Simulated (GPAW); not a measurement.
Write an ASE script for GPAW 26.7.0 that does the following.

```
Task                : phonons
Functional          : mBEEF
Potentials or basis : GPAW PAW data sets (gpaw-data 1.2.1)
Cutoff              : 680 eV
Basis               : pw
k mesh              : 10 × 10 × 10
Occupations         : fermi-dirac, width 0.05 eV
Spin                : no spin polarisation
Maxiter             : 150
Convergence         : density=1e-06 eigenstates=1e-09
Supercell           : 1 × 1 × 1
Supercell k mesh    : 10 × 10 × 10
Displacement        : 0.02
Relaxed first       : cell
Ecut relax          : 800
```

The structure of BAs lies in BAs.xyz:

```xyz
2
Lattice="0.0000000000 2.3885000000 2.3885000000 2.3885000000 0.0000000000 2.3885000000 2.3885000000 2.3885000000 0.0000000000" Properties=species:S:1:pos:R:3 pbc="T T T"
As     3.5827500000      3.5827500000      3.5827500000
B      0.0000000000      0.0000000000      0.0000000000
```

One way to write it, as run:

run.py

```python
import json
import numpy as np
from ase import Atoms
from ase.constraints import FixSymmetry
from ase.filters import FrechetCellFilter
from ase.io import read, write
from ase.optimize import BFGS
from phonopy import Phonopy
from phonopy.structure.atoms import PhonopyAtoms
from gpaw import GPAW, PW

atoms = read('BAs.xyz')

calc = GPAW(mode=PW(800),
            xc='mBEEF',
            kpts={'size': (10, 10, 10), 'gamma': True},
            occupations={'name': 'fermi-dirac', 'width': 0.05},
            nbands=11,
            convergence={'density': 1e-06, 'eigenstates': 1e-09},
            maxiter=150,
            txt='gpaw.txt')
atoms.calc = calc
atoms.set_constraint(FixSymmetry(atoms))
BFGS(FrechetCellFilter(atoms), trajectory='relax.traj', logfile='-').run(fmax=0.005, steps=40)
atoms.set_constraint()
energy = atoms.get_potential_energy()
forces = atoms.get_forces()
stress = atoms.get_stress()
calc.write('gs.gpw')
write('result.traj', atoms)
print('Cell:', atoms.cell.cellpar().round(4))
print(atoms.get_scaled_positions().round(5))

def force_constants(scale):
    unit = PhonopyAtoms(symbols=atoms.get_chemical_symbols(), cell=atoms.cell[:] * scale**(1 / 3),
                        scaled_positions=atoms.get_scaled_positions())
    ph = Phonopy(unit, supercell_matrix=np.diag([1, 1, 1]), primitive_matrix=np.eye(3), symprec=1e-4)
    ph.generate_displacements(distance=0.02)
    forces = []
    for i, sc in enumerate(ph.supercells_with_displacements):
        a = Atoms(sc.symbols, cell=sc.cell, scaled_positions=sc.scaled_positions, pbc=True)
        c = GPAW(mode=PW(680),
                 xc='mBEEF',
                 kpts={'size': (10, 10, 10), 'gamma': True},
                 occupations={'name': 'fermi-dirac', 'width': 0.05},
                 nbands=11,
                 convergence={'density': 1e-06, 'eigenstates': 1e-09},
                 maxiter=150,
                 txt=f'disp-{scale:.3f}-{i:02d}.txt')
        a.calc = c
        f = a.get_forces()
        forces.append(f - f.mean(axis=0))
        print(f'displacement {i}: drift', f.mean(axis=0).round(5), flush=True)
    ph.forces = forces
    ph.produce_force_constants()
    ph.symmetrize_force_constants()
    return ph

qpoints = [[0.0, 0.0, 0.0]]
results = {}
for scale in [1.0]:
    ph = force_constants(scale)
    ph.run_qpoints(qpoints)
    nu = ph.qpoints.frequencies * 33.35641  # THz to cm^-1
    results[f'{scale:.3f}'] = nu.tolist()
    for qp, f in zip(qpoints, nu):
        print(scale, np.round(qp, 4), f.round(2))
json.dump(results, open('phonons.json', 'w'))
```

Potentials or basis: GPAW PAW data sets (gpaw-data 1.2.1), pw.

The run is started by

```bash
$ OMP_NUM_THREADS=1 python run.py
```

Results of the run:

```yaml
Relaxed_volume: 13.59 Å³/atom
Relaxed_cell: a = 3.374 Å, b = 3.374 Å, c = 3.374 Å, α = 60.00°, β = 60.00°, γ = 60.00°
Space_group_after_relaxing_to_0.05_Å: F-43m (No. 216)
Pressure_after_relaxing: 0.0 GPa
Band_gap_on_the_k_mesh: 1.62 eV, indirect (least direct gap 3.73 eV)
Highest_phonon_frequency_at_Γ_LO-TO_splitting_left_out: 719 cm⁻¹
```

Caveat: the cutoff is short for stress and forces, so pressures can be off by a GPa or more; the LO-TO splitting is left out; the PAW data sets were made with another functional, which shifts forces and pressure a little.

Run time: 23 min on 1 thread of Arm Neoverse N1, on a shared host, peak memory 0.61 GiB.
